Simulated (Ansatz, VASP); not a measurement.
**One calculation of TaN, two programs**

INCAR

```
SYSTEM = TaN
  PREC = Accurate
  ENCUT = 520
  EDIFF = 1E-6
  ISMEAR = 0
  SIGMA = 0.1
  LREAL = .False.
  LASPH = .True.
  NELM = 100
  ALGO = Normal
  ISIF = 2
  LWAVE = .False.
  LCHARG = .True.
  GGA = PS
  LELF = .True.
  LVHAR = .True.
  NBANDS = 15
```

File KPOINTS:

```
regular mesh
0
Gamma
  16 16 16
  0 0 0
```

Contents of POSCAR:

```
TaN
1.0
    0.0000000000      2.1431822775      2.1431822775
    2.1431822775      0.0000000000      2.1431822775
    2.1431822775      2.1431822775      0.0000000000
Ta N
1 1
Direct
    0.5000000000      0.5000000000      0.5000000000
    0.0000000000      0.0000000000      0.0000000000
```

Input for Ansatz:

```yaml
crystal:
  lattice:
    - [0.0, 2.1431822775, 2.1431822775]
    - [2.1431822775, 0.0, 2.1431822775]
    - [2.1431822775, 2.1431822775, 0.0]
  atoms:
    - { symbol: Ta, position: [0.5, 0.5, 0.5] }
    - { symbol: "N", position: [0.0, 0.0, 0.0] }
basis:
  ecutwfc: 420
kpoints:
  mp_grid: { grid: [16, 16, 16] }
hamiltonian:
  xc: pbesol
scf:
  occupations: { method: gaussian, width: 0.1 }
output:
  forces: true
  stress: true
  eigenvalues: true
```

Alike in both runs: task single point; functional PBEsol; k mesh 16 × 16 × 16; occupations gaussian, width 0.1 eV; no spin polarisation.

|  | VASP | Ansatz |
| --- | --- | --- |
| version | VASP 6.6.1 | Ansatz 0.2.0 |
| potentials or method | VASP PAW PBE potentials, release 64 (Ta_pv, N) | scalar-relativistic, plane waves, PAW |
| plane-wave cutoff (eV) | 520 | 420 |
| valence electrons in the cell | 16 | 18 |

```tsv
	VASP	Ansatz	Ansatz less VASP
gap on the k mesh at the Fermi level (eV)	none	none	-
pressure (GPa)	26.7	25.3	-1.38
```

A gap of «none» marks a metal or a gap that the smearing closes. With one functional, cell and mesh, what is left measures potentials, basis and numerics. The two sets of potentials don't hold the same shells in valence.

Caveats: so large a pressure means that the cell lies far from this level's equilibrium, or that cutoff or potentials fall short (VASP); the potentials were made for another functional, which shifts forces and pressure (VASP). Spin-orbit coupling is left out, which matters for the levels of Ta.
